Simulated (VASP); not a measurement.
# Ge in VASP: notebook, part 2 of 2

VASP 6.6.1.

### Step 3. Work function, PBE, non-collinear spin, zero start, spin-orbit coupling

File INCAR:

```
SYSTEM = Ge
  PREC = Accurate
  ENCUT = 520
  EDIFF = 1E-7
  ISMEAR = 0
  SIGMA = 0.03
  LREAL = .False.
  LASPH = .True.
  NELM = 80
  ALGO = Normal
  ISIF = 2
  LWAVE = .False.
  LCHARG = .True.
  MAGMOM = 0 0 0 0 0 0
  LORBIT = 11
  LSORBIT = .True.
  GGA_COMPAT = .False.
  LDIPOL = .True.
  IDIPOL = 3
  DIPOL = 0.5 0.5 0.500
  GGA = PE
  LVHAR = .True.
  LVACPOTAV = .True.
  KPAR = 4
```

File KPOINTS:

```
regular mesh
0
Gamma
  12 12 1
  0 0 0
```

File POSCAR:

```
Ge                                      
1.0
    3.9800963211     -0.0000000000      0.0000000000
   -1.9900481605      3.4468645262      0.0000000000
    0.0000000000      0.0000000000     16.6800000000
  Ge            
     2
Direct
     0.3333330000000032    0.6666669999999968    0.4811730767343252
     0.6666669999999968    0.3333330000000032    0.5188269232656748
```

Potentials or basis: VASP PAW PBE potentials, release 64 (Ge_d).

On the command line:

```sh
$ cat potpaw_PBE.64/Ge_d/POTCAR > POTCAR
$ mpirun -np 4 vasp_ncl > vasp.out
```

OUTCAR:

```text
SYSTEM = Ge
   PREC = Accurate
   ENCUT = 520
   EDIFF = 1E-7
   ISMEAR = 0
   LREAL = .False.
   LASPH = .True.
   NELM = 80
   ISIF = 2
   LORBIT = 11
   LSORBIT = .True.
   GGA = PE

 ion  position               nearest neighbor table
   1  0.333  0.667  0.481-   2 2.38   2 2.38   2 2.38
   2  0.667  0.333  0.519-   1 2.38   1 2.38   1 2.38

  LATTYP: Found a hexagonal cell.
 ALAT       =     3.9800963211
 C/A-ratio  =     4.1908533498

  Lattice vectors:

 A1 = (   3.9800963211,   0.0000000000,   0.0000000000)
 A2 = (  -1.9900481605,   3.4468645262,   0.0000000000)
 A3 = (   0.0000000000,   0.0000000000,  16.6800000000)

Analysis of symmetry for initial positions (statically):
=====================================================================
 Subroutine PRICEL returns:
 Original cell was already a primitive cell.

 Routine SETGRP: Setting up the symmetry group for a
 hexagonal supercell.

 Subroutine GETGRP returns: Found 12 space group operations
 (whereof 12 operations were pure point group operations)
 out of a pool of 24 trial point group operations.

The static configuration has the point symmetry D_3d.

Analysis of symmetry for dynamics (positions and initial velocities):
=====================================================================
 Subroutine PRICEL returns:
 Original cell was already a primitive cell.

 Routine SETGRP: Setting up the symmetry group for a
 hexagonal supercell.

 Subroutine GETGRP returns: Found 12 space group operations
 (whereof 12 operations were pure point group operations)
 out of a pool of 24 trial point group operations.

The dynamic configuration has the point symmetry D_3d.

Analysis of structural, dynamic, and magnetic symmetry:
=====================================================================
 Subroutine PRICEL returns:
 Original cell was already a primitive cell.

 Routine SETGRP: Setting up the symmetry group for a
 hexagonal supercell.

 Subroutine GETGRP returns: Found 12 space group operations
 (whereof 12 operations were pure point group operations)
 out of a pool of 24 trial point group operations.

The overall configuration has the point symmetry D_3d.

 Subroutine INISYM returns: Found 12 space group operations
 (whereof 12 operations are pure point group operations),
 and found     1 'primitive' translations

----------------------------------------------------------------------------------------

                                     Primitive cell

  volume of cell :     228.8305

  direct lattice vectors                    reciprocal lattice vectors
     3.980096321  0.000000000  0.000000000     0.251250201  0.145059371  0.000000000
    -1.990048160  3.446864526  0.000000000     0.000000000  0.290118742  0.000000000
     0.000000000  0.000000000 16.680000000     0.000000000  0.000000000  0.059952038

  length of vectors
     3.980096321  3.980096323 16.680000000     0.290118742  0.290118742  0.059952038

  position of ions in fractional coordinates (direct lattice)
     0.333333000  0.666667000  0.481173077
[... 125 lines left out ...]
  free energy    TOTEN  =        -8.07306526 eV

  energy without entropy =       -8.07265159  energy(sigma->0) =       -8.07285842

 E-fermi :  -2.6283     XC(G=0):  -2.7513

 val. band max:       -2.6390355352   @ k =   0.3333   0.3333   0.0000
 cond. band min:      -2.6175693105   @ k =   0.3333   0.3333   0.0000
 fundamental gap:      0.0214662248
 Fermi energy:        -2.6283024303

 k-point     1 :       0.0000    0.0000    0.0000
  band No.  band energies     occupation
      1     -27.4832      1.00000
      2     -27.4832      1.00000
      3     -27.4829      1.00000
      4     -27.4829      1.00000
      5     -27.4559      1.00000
      6     -27.4559      1.00000
[... 730 lines left out ...]
     35       3.9151      0.00000
     36       3.9151      0.00000

------------------------ aborting loop because EDIFF is reached ----------------------------------------

  FORCE on cell =-STRESS in cart. coord.  units (eV):
  Direction    XX          YY          ZZ          XY          YZ          ZX
  --------------------------------------------------------------------------------------
  -------------------------------------------------------------------------------------
  Total        1.1233550      1.1233550      0.1513767      0.0000000     -0.0000000      0.0000000
  in kB        7.8652722      7.8652722      1.0598779      0.0000000     -0.0000000      0.0000000
  external PRESSURE =       5.5968074 kB  Pullay stress =       0.0000000 kB

 VOLUME and BASIS-vectors are now :
 -----------------------------------------------------------------------------
  energy-cutoff  :      520.00
  volume of cell :      228.83
      direct lattice vectors                 reciprocal lattice vectors
     3.980096321  0.000000000  0.000000000     0.251250201  0.145059371  0.000000000
    -1.990048160  3.446864526  0.000000000     0.000000000  0.290118742  0.000000000
     0.000000000  0.000000000 16.680000000     0.000000000  0.000000000  0.059952038

 POSITION                                       TOTAL-FORCE (eV/Angst)
 -----------------------------------------------------------------------------------
     -0.00000      2.29791      8.02597         0.000000      0.000000     -0.262986
      1.99005      1.14895      8.65403        -0.000000      0.000000      0.262986
 -----------------------------------------------------------------------------------
    total drift:                                0.000000      0.000000      0.000000

  FREE ENERGIE OF THE ION-ELECTRON SYSTEM (eV)
  ---------------------------------------------------
  free  energy   TOTEN  =        -8.0730652592 eV

  energy  without entropy=       -8.0726515891  energy(sigma->0) =       -8.07285842

 vacuum level on the upper side and lower side of the slab         1.815         1.815

 Spin-Orbit-Coupling matrix elements

 Ion:    1  E_soc:     -0.0193897
 l=   1
     0.0000000    -0.0023392    -0.0021711
    -0.0023392     0.0000000    -0.0023392
    -0.0021711    -0.0023392     0.0000000
 l=   2
     0.0000000    -0.0001902     0.0000000    -0.0001902    -0.0007635
    -0.0001902     0.0000000    -0.0005657    -0.0001894    -0.0001902
     0.0000000    -0.0005657     0.0000000    -0.0005657     0.0000000
    -0.0001902    -0.0001894    -0.0005657     0.0000000    -0.0001902
    -0.0007635    -0.0001902     0.0000000    -0.0001902     0.0000000
 l=   3
     0.0000000     0.0000000     0.0000000     0.0000000     0.0000000     0.0000000     0.0000000
     0.0000000     0.0000000     0.0000000     0.0000000     0.0000000     0.0000000     0.0000000
     0.0000000     0.0000000     0.0000000     0.0000000     0.0000000     0.0000000     0.0000000
     0.0000000     0.0000000     0.0000000     0.0000000     0.0000000     0.0000000     0.0000000
     0.0000000     0.0000000     0.0000000     0.0000000     0.0000000     0.0000000     0.0000000
     0.0000000     0.0000000     0.0000000     0.0000000     0.0000000     0.0000000     0.0000000
     0.0000000     0.0000000     0.0000000     0.0000000     0.0000000     0.0000000     0.0000000

 Ion:    2  E_soc:     -0.0193897
 l=   1
     0.0000000    -0.0023392    -0.0021711
    -0.0023392     0.0000000    -0.0023392
    -0.0021711    -0.0023392     0.0000000
 l=   2
     0.0000000    -0.0001902     0.0000000    -0.0001902    -0.0007635
    -0.0001902     0.0000000    -0.0005657    -0.0001894    -0.0001902
     0.0000000    -0.0005657     0.0000000    -0.0005657     0.0000000
    -0.0001902    -0.0001894    -0.0005657     0.0000000    -0.0001902
    -0.0007635    -0.0001902     0.0000000    -0.0001902     0.0000000
 l=   3
     0.0000000     0.0000000     0.0000000     0.0000000     0.0000000     0.0000000     0.0000000
     0.0000000     0.0000000     0.0000000     0.0000000     0.0000000     0.0000000     0.0000000
     0.0000000     0.0000000     0.0000000     0.0000000     0.0000000     0.0000000     0.0000000
     0.0000000     0.0000000     0.0000000     0.0000000     0.0000000     0.0000000     0.0000000
     0.0000000     0.0000000     0.0000000     0.0000000     0.0000000     0.0000000     0.0000000
     0.0000000     0.0000000     0.0000000     0.0000000     0.0000000     0.0000000     0.0000000
     0.0000000     0.0000000     0.0000000     0.0000000     0.0000000     0.0000000     0.0000000

 total charge

# of ion       s       p       d       tot
------------------------------------------
    1        1.173   1.189  10.011  12.374
    2        1.173   1.189  10.011  12.374
--------------------------------------------------
tot          2.346   2.378  20.023  24.748

 magnetization (x)

# of ion       s       p       d       tot
------------------------------------------
    1       -0.000   0.000   0.000   0.000
    2       -0.000   0.000   0.000  -0.000
--------------------------------------------------
tot         -0.000   0.000   0.000   0.000

 magnetization (y)

# of ion       s       p       d       tot
------------------------------------------
    1       -0.000   0.000  -0.000  -0.000
    2        0.000   0.000  -0.000   0.000
--------------------------------------------------
tot          0.000   0.000  -0.000   0.000

 magnetization (z)

# of ion       s       p       d       tot
------------------------------------------
    1        0.000   0.000   0.000   0.000
    2        0.000   0.000   0.000   0.000
--------------------------------------------------
tot          0.000   0.000   0.000   0.000
```

Run time: 2 min. Hardware: 4 MPI ranks of Intel Xeon 6975P-C (Granite Rapids), shared host; peak memory 0.9 GiB.

Results:

```yaml
Free_energy: -8.0731 eV
Largest_force: 0.263 eV/Å
Net_moment: 0.00 μB per cell
Valence_electrons_inside_the_program's_atomic_spheres: Ge 12.37
Work_function_of_the_upper_face: 4.44 eV
Work_function_of_the_lower_face: 4.44 eV
```

Forces in eV/Å, atoms in the order of the input:
```
Ge   0.000  0.000 -0.263
Ge   0.000  0.000  0.263
```

Moments on the atoms (μB; x, y, z):
```
Ge  0.00 0.00 0.00
Ge  0.00 0.00 0.00
```

### Step 4. Work function, HSE06

POSCAR is that of step 3.

File INCAR.step1:

```
SYSTEM = Ge
  PREC = Accurate
  ENCUT = 520
  EDIFF = 1E-5
  ISMEAR = 0
  SIGMA = 0.03
  LREAL = .False.
  LASPH = .True.
  NELM = 80
  ALGO = Normal
  ISIF = 2
  LWAVE = .True.
  LDIPOL = .True.
  IDIPOL = 3
  DIPOL = 0.5 0.5 0.500
  GGA = PE
  KPAR = 4
```

File INCAR.step2:

```
SYSTEM = Ge
  PREC = Accurate
  ENCUT = 520
  EDIFF = 1E-7
  ISMEAR = 0
  SIGMA = 0.03
  LREAL = .False.
  LASPH = .True.
  NELM = 80
  ALGO = Normal
  ISIF = 2
  LWAVE = .False.
  LCHARG = .True.
  LDIPOL = .True.
  IDIPOL = 3
  DIPOL = 0.5 0.5 0.500
  GGA = PE
  LHFCALC = .True.
  HFSCREEN = 0.2
  PRECFOCK = Fast
  LVHAR = .True.
  LVACPOTAV = .True.
  ISTART = 1
  KPAR = 4
```

File KPOINTS:

```
regular mesh
0
Gamma
  6 6 1
  0 0 0
```

Potentials or basis: VASP PAW PBE potentials, release 64 (Ge_d).

On the command line:

```sh
$ cat potpaw_PBE.64/Ge_d/POTCAR > POTCAR
$ cp INCAR.step1 INCAR
$ mpirun -np 4 vasp_std > vasp.out
$ cp INCAR.step2 INCAR
$ mpirun -np 4 vasp_std > vasp.out
```

OUTCAR:

```text
SYSTEM = Ge
   PREC = Accurate
   ENCUT = 520
   EDIFF = 1E-7
   ISMEAR = 0
   LREAL = .False.
   LASPH = .True.
   NELM = 80
   ISIF = 2
   GGA = PE
   LHFCALC = .True.
   HFSCREEN = 0.2
   PRECFOCK = Fast
   ISTART = 1

 ion  position               nearest neighbor table
   1  0.333  0.667  0.481-   2 2.38   2 2.38   2 2.38
   2  0.667  0.333  0.519-   1 2.38   1 2.38   1 2.38

  LATTYP: Found a hexagonal cell.
 ALAT       =     3.9800963211
 C/A-ratio  =     4.1908533498

  Lattice vectors:

 A1 = (   3.9800963211,   0.0000000000,   0.0000000000)
 A2 = (  -1.9900481605,   3.4468645262,   0.0000000000)
 A3 = (   0.0000000000,   0.0000000000,  16.6800000000)

Analysis of symmetry for initial positions (statically):
=====================================================================
 Subroutine PRICEL returns:
 Original cell was already a primitive cell.

 Routine SETGRP: Setting up the symmetry group for a
 hexagonal supercell.

 Subroutine GETGRP returns: Found 12 space group operations
 (whereof 12 operations were pure point group operations)
 out of a pool of 24 trial point group operations.

[... 153 lines left out ...]

  energy without entropy =       -9.52267703  energy(sigma->0) =       -9.52339563

 E-fermi :  -2.7027     XC(G=0):  -2.3341

 val. band max:       -2.7182079357   @ k =   0.3333   0.3333   0.0000
 cond. band min:      -2.6870932836   @ k =   0.3333   0.3333   0.0000
 fundamental gap:      0.0311146521
 Fermi energy:        -2.7026506096

 k-point     1 :       0.0000    0.0000    0.0000
  band No.  band energies     occupation
      1     -30.7540      2.00000
      2     -30.7512      2.00000
      3     -30.7105      2.00000
      4     -30.7056      2.00000
      5     -30.7014      2.00000
      6     -30.6106      2.00000
[... 124 lines left out ...]
      5     -30.5862      2.00000
      6     -30.5859      2.00000
[... 10 lines left out ...]
     17       4.4822      0.00000
     18       4.4882      0.00000

------------------------ aborting loop because EDIFF is reached ----------------------------------------

  FORCE on cell =-STRESS in cart. coord.  units (eV):
  Direction    XX          YY          ZZ          XY          YZ          ZX
  --------------------------------------------------------------------------------------
  -------------------------------------------------------------------------------------
  Total        0.3054671      0.3054671      0.0343908      0.0000000      0.0000000     -0.0000000
  in kB        2.1387554      2.1387554      0.2407901      0.0000000      0.0000000     -0.0000000
  external PRESSURE =       1.5061003 kB  Pullay stress =       0.0000000 kB

 VOLUME and BASIS-vectors are now :
 -----------------------------------------------------------------------------
  energy-cutoff  :      520.00
  volume of cell :      228.83
      direct lattice vectors                 reciprocal lattice vectors
     3.980096321  0.000000000  0.000000000     0.251250201  0.145059371  0.000000000
    -1.990048160  3.446864526  0.000000000     0.000000000  0.290118742  0.000000000
     0.000000000  0.000000000 16.680000000     0.000000000  0.000000000  0.059952038

 POSITION                                       TOTAL-FORCE (eV/Angst)
 -----------------------------------------------------------------------------------
     -0.00000      2.29791      8.02597        -0.000000     -0.000000     -0.073653
      1.99005      1.14895      8.65403         0.000000      0.000000      0.073653
 -----------------------------------------------------------------------------------
    total drift:                               -0.000000     -0.000000      0.000000

  FREE ENERGIE OF THE ION-ELECTRON SYSTEM (eV)
  ---------------------------------------------------
  free  energy   TOTEN  =        -9.5241142176 eV

  energy  without entropy=       -9.5226770342  energy(sigma->0) =       -9.52339563

 vacuum level on the upper side and lower side of the slab         1.826         1.826
```

OUTCAR.step1:

```text
SYSTEM = Ge
   PREC = Accurate
   ENCUT = 520
   EDIFF = 1E-5
   ISMEAR = 0
   LREAL = .False.
   LASPH = .True.
[... 355 lines left out ...]
     -0.00000      2.29791      8.02597        -0.000000      0.000000     -0.270608
      1.99005      1.14895      8.65403         0.000000      0.000000      0.270608
 -----------------------------------------------------------------------------------
    total drift:                                0.000000      0.000000      0.000000

  FREE ENERGIE OF THE ION-ELECTRON SYSTEM (eV)
  ---------------------------------------------------
  free  energy   TOTEN  =        -8.0138561782 eV

  energy  without entropy=       -8.0119755468  energy(sigma->0) =       -8.01291586

 vacuum level on the upper side and lower side of the slab         1.670         1.670
```

OSZICAR.step1:

```text
N       E                     dE             d eps       ncg     rms          rms(c)
DAV:   1     0.156678849242E+03    0.15668E+03   -0.15141E+04   302   0.195E+03
DAV:   2     0.653802620880E+01   -0.15014E+03   -0.14896E+03   342   0.313E+02
DAV:   3    -0.757463655433E+01   -0.14113E+02   -0.14038E+02   320   0.121E+02
DAV:   4    -0.815595501933E+01   -0.58132E+00   -0.58074E+00   292   0.282E+01
DAV:   5    -0.819249472048E+01   -0.36540E-01   -0.36538E-01   370   0.678E+00    0.310E+00
DAV:   6    -0.808578748233E+01    0.10671E+00   -0.56581E-02   286   0.356E+00    0.183E+00
DAV:   7    -0.801383399678E+01    0.71953E-01   -0.16736E-01   286   0.462E+00    0.177E-01
DAV:   8    -0.801424432399E+01   -0.41033E-03   -0.25738E-02   310   0.246E+00    0.937E-02
DAV:   9    -0.801299777675E+01    0.12465E-02   -0.19586E-03   350   0.471E-01    0.512E-02
DAV:  10    -0.801282181510E+01    0.17596E-03   -0.43789E-04   278   0.128E-01    0.261E-02
DAV:  11    -0.801314460849E+01   -0.32279E-03   -0.34231E-04   216   0.849E-02    0.175E-02
DAV:  12    -0.801345169126E+01   -0.30708E-03   -0.82409E-05   212   0.577E-02    0.725E-03
DAV:  13    -0.801349364567E+01   -0.41954E-04   -0.60693E-05   234   0.335E-02    0.579E-03
DAV:  14    -0.801372172659E+01   -0.22808E-03   -0.29042E-05   218   0.508E-02    0.561E-03
DAV:  15    -0.801378267296E+01   -0.60946E-04   -0.77345E-06   250   0.441E-02    0.153E-03
DAV:  16    -0.801383943412E+01   -0.56761E-04   -0.55633E-06   216   0.131E-02    0.222E-03
DAV:  17    -0.801385109088E+01   -0.11657E-04   -0.12335E-06   226   0.190E-02    0.473E-04
DAV:  18    -0.801385617824E+01   -0.50874E-05   -0.43745E-07   194   0.382E-03
   1 F= -.80138562E+01 E0= -.80129159E+01  d E =-.188063E-02
```

Wall time 6.4 min (4 MPI ranks of Intel Xeon 6975P-C (Granite Rapids), shared host); peak memory 0.43 GiB.

Results:

| Quantity | Value |
| --- | --- |
| Free energy | -9.5241 eV |
| Largest force | 0.074 eV/Å |
| Band gap on the k mesh | 0.03 eV, direct |
| Ionisation potential of the upper face | 4.54 eV |

Forces in eV/Å, atoms in the order of the input:
```
Ge   0.000  0.000 -0.074
Ge   0.000  0.000  0.074
```

Levels at points of the mesh, in eV from the valence-band top:
```csv
k point,band 12,band 13,band 14,band 15,band 16,band 17
"(0.00, 0.00, 0.00)",-4.03,-0.95,-0.94,1.09,2.69,4.38
"(0.50, 0.00, 0.00)",-8.57,-2.70,-1.37,0.88,1.92,5.90
```

Caveat: the PAW data sets were made with another functional, which shifts forces and pressure a little.

### Step 5. Overview

```tsv
level	spin	k mesh	grid for exact exchange (PRECFOCK)	screening parameter	gap on the mesh (eV)	largest force (eV/Å)	work function (eV)
PBE	off	12 × 12 × 1	-	-	none	0.26	4.44
PBE	non-collinear, zero start, SOC	12 × 12 × 1	-	-	-	0.26	4.44
HSE06	off	6 × 6 × 1	Fast	0.2 1/A	0.03	0.07	-
```

Alike in all rows: task work function; potentials or basis VASP PAW PBE potentials, release 64 (Ge_d); cell as given; cutoff (eV) 520; smearing gaussian 0.03 eV.

Caveats: the PAW data sets were made with another functional, which shifts forces and pressure a little (some runs).

Absolute energies hang on the potentials; compare differences alone.
